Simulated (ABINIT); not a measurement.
Set up this calculation in ABINIT 10.8.3 (patched build), as the native input.

```
Task                : single point
Functional          : PBE
Potentials or basis : JTH PAW PBE v2.0
Cutoff              : 599 eV
k mesh              : 7 × 7 × 7
Occupations         : fermi-dirac, width 0.05 eV
Spin                : no spin polarisation
Fine-grid cutoff    : 1197.3 eV
```

The structure of SnSe lies in POSCAR:

```
SnSe
1.0
    0.0000000000      3.3908400000      3.3908400000
    3.3908400000      0.0000000000      3.3908400000
    3.3908400000      3.3908400000      0.0000000000
Sn Se
1 1
Direct
    0.0000000000      0.0000000000      0.0000000000  Sn
    0.7500000000      0.7500000000      0.7500000000  Se
```

The cell was built by a generator and needn't be a form met in nature.

One way to write it, as run:

run.abi

```
# Pseudopotentials
pp_dirpath "./"
pseudos "Sn.GGA_PBE-JTH.xml, Se.GGA_PBE-JTH.xml"

# Structure
structure "poscar:POSCAR"
natom 2

# Plane-wave basis
ecut 22.0
pawecutdg 44.0
pawxcdev 0

# k points
kptopt 1
ngkpt 7 7 7
nshiftk 1
shiftk 0.0 0.0 0.0

# Exchange and correlation
ixc 11

# Bands and occupations
nband 14
occopt 3
tsmear 0.05 eV

# SCF cycle
nstep 100
tolvrs 1.0e-9

# Output
iomode 3
prtwf 0
prteig 0
prtebands 0
enunit 2
prtden 1
prtvha 1
prtvclmb 1
prtpot 1
```

Potentials or basis: JTH PAW PBE v2.0.

Command:

```console
$ abinit run.abi > log 2>&1
```

Results of the run:

```
Pressure                                              : 0.0 GPa
Band gap on the k mesh                                : 0.31 eV, indirect (least direct gap 0.74 eV)
Valence electrons inside the program's atomic spheres : Sn 11.76; Se 3.89
```

Caveat: spin-orbit coupling is left out, which moves the levels of the heavy elements; an odd mesh through Γ misses points on the zone boundary, where band edges often lie.

Wall time 30 s on 1 thread of Arm Neoverse V1 (shared host), peak memory 0.16 GiB.
